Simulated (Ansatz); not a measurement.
HfO2: changing the Hubbard U on Hf d

```cif
data_structure
_symmetry_space_group_name_H-M 'P4_2/nmc:1'
_symmetry_Int_Tables_number 137
_cell_length_a 3.5580
_cell_length_b 3.5580
_cell_length_c 5.1719
_cell_angle_alpha 90.000
_cell_angle_beta 90.000
_cell_angle_gamma 90.000
_cell_volume 65.47
loop_
_atom_site_label
_atom_site_type_symbol
_atom_site_symmetry_multiplicity
_atom_site_Wyckoff_symbol
_atom_site_fract_x
_atom_site_fract_y
_atom_site_fract_z
_atom_site_occupancy
Hf1 Hf 2 a 0.00000 0.00000 0.00000 1
O1 O 4 d 0.00000 0.50000 0.19721 1
```

Measurements of this composition are mostly on another form, of space group No. 14.

Kept alike: task projected density of states; functional PBEsol; k mesh 8 × 8 × 5; occupations fermi-dirac, width 0.05 eV; no spin polarisation. Program: Ansatz, Ansatz PAW, cutoff 420 eV. The mesh is that of the run's cell of 6 atoms. No spin-orbit coupling.

```tsv
Hubbard U on Hf d, U (eV)	pressure (GPa)
0	1.87
1	3.29
2	4.78
3	?
4	7.97
5	9.68
6	11.46
8	15.24
```

Pressure is positive in compression, with a Pulay correction for the finite cutoff. U acts here on a shell without spin polarisation. How U acts hangs on the program's projectors. All rows use potentials made for PBE. U is the effective U - J on orthogonalised atomic projectors. Double counting: fully localised limit (the default).

Question: Fit the rows shown and predict the run at 3 eV.

Answer: A least-squares parabola through the rows shown is pressure = 0.03644 U² + 1.3793 U + 1.872 (largest miss 0.004); at U = 3 it gives 6.34 GPa. The run gave: pressure 6.34 GPa.
